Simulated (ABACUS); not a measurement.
Crystal: Pt.

```
CELL_PARAMETERS angstrom
0.00000 1.96090 1.96090
1.96090 0.00000 1.96090
1.96090 1.96090 0.00000
ATOMIC_POSITIONS crystal
Pt 0.00000 0.00000 0.00000
```

| Item | Value |
| --- | --- |
| Program | ABACUS 3.10.1 |
| Task | relaxation of cell and atoms |
| Functional | PBE |
| Potentials or basis | SPMS ONCV 1.0 PBE |
| Cutoff | 1361 eV |
| Density cutoff | 5442 eV |
| Basis | TZDP LCAO (the cutoffs set its grid) |
| k mesh | 11 × 11 × 11 |
| Occupations | fermi-dirac, width 0.05 eV |
| Spin | no spin polarisation |

At the start: pressure 9.8 GPa; volume 15.08 Å³/atom.

Problem. How do energy, volume and symmetry change on relaxing?

Solution. Over 6 steps the energy falls by 15.7 meV/atom and the volume is 15.62 Å³/atom (+3.6 %); space group Fm-3m (No. 225, to 0.05 Å).

The path:
```csv
step,energy change (eV),largest force (eV/Å),pressure (GPa),volume (Å³)
1,0.0000,0.0000,9.76,15.08
2,0.0945,0.0000,-19.19,17.25
3,-0.0157,0.0000,-0.35,15.63
4,-0.0157,0.0000,-0.35,15.63
5,-0.0156,0.0000,0.77,15.57
6,-0.0157,0.0000,-0.04,15.62
```

Final structure:
```cif
data_structure
_symmetry_space_group_name_H-M 'P 1'
_symmetry_Int_Tables_number 1
_cell_length_a 2.8056
_cell_length_b 2.8056
_cell_length_c 2.8056
_cell_angle_alpha 60.000
_cell_angle_beta 60.000
_cell_angle_gamma 60.000
_cell_volume 15.62
loop_
_atom_site_label
_atom_site_type_symbol
_atom_site_fract_x
_atom_site_fract_y
_atom_site_fract_z
_atom_site_occupancy
Pt1 Pt 0.00000 0.00000 0.00000 1
```

Caveat: the atomic orbitals were generated for these runs and aren't a published set; the basis of atomic orbitals isn't converged, which shifts pressures, moduli and gaps.
